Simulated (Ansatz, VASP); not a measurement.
**Hf in VASP and in Ansatz**

```
CELL_PARAMETERS angstrom
3.19670 0.00000 0.00000
-1.59835 2.76842 0.00000
0.00000 0.00000 5.05780
ATOMIC_POSITIONS crystal
Hf 0.66667 0.33333 0.75000
Hf 0.33333 0.66667 0.25000
```

Alike in both runs: task relaxation of cell and atoms; functional PBEsol; dispersion D4; k mesh 10 × 10 × 5; occupations fermi-dirac, width 0.05 eV; no spin polarisation.

|  | VASP | Ansatz |
| --- | --- | --- |
| version | VASP 6.6.1 | Ansatz 0.2.0 |
| potentials or method | VASP PAW PBE potentials, release 64 (Hf_pv), cutoff 600 eV | all-electron LAPW, scalar-relativistic |

```tsv
	VASP	Ansatz	Ansatz less VASP
relaxed volume (Å³/atom)	21.32	21.40	+0.080
relaxed cell length with the largest relative difference (Å)	4.971	4.979	+0.0077
energy change over the relaxation (meV/atom)	-18	-15	+2.6
```

Ansatz ran all-electron here, so the differences hold the error of VASP's frozen core and of both bases.

Caveats: the PAW data sets were made with another functional, which shifts forces and pressure a little (VASP); pairwise dispersion overbinds metals, which lowers pressure and volume (VASP). Spin-orbit coupling is left out, which matters for the levels of Hf.
